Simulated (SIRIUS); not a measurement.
AgCl (Chlorargyrite): equation of state with PBEsol

The system is AgCl (Chlorargyrite).

```
Ag Cl
1.0
     0.00000    2.73500    2.73500
     2.73500    0.00000    2.73500
     2.73500    2.73500    0.00000
Ag Cl
1 1
Cartesian
  0.0000 0.0000 0.0000
  2.7350 2.7350 2.7350
```

```
Program                                     : SIRIUS 7.10.0
Task                                        : equation of state
Functional                                  : PBEsol
Potentials or basis                         : PseudoDojo 0.4.1 PBEsol standard (scalar relativistic)
Cutoff                                      : 1127 eV
Density cutoff                              : 4507 eV
k mesh                                      : 8 × 8 × 8
Occupations                                 : fermi-dirac, width 0.05 eV
Spin                                        : no spin polarisation
Libxc names                                 : ["XC_GGA_X_PBE_SOL", "XC_GGA_C_PBE_SOL"]
Radial cutoff for the potentials' integrals : 6.5 bohr
```

- Equilibrium volume: 20.21 Å³/atom
- Bulk modulus: 57 GPa
- Pressure derivative of the bulk modulus: 5.3

Energy against volume, from the lowest point:
| volume (Å³/atom) | energy (meV/atom) |
| --- | --- |
| 19.231 | 9.08 |
| 19.640 | 2.79 |
| 20.049 | 0.00 |
| 20.458 | 0.29 |
| 20.868 | 3.30 |
| 21.277 | 8.70 |
| 21.686 | 16.20 |

All runs of the series together: 4.9 min on 1 thread of Arm Neoverse V2 (shared host).
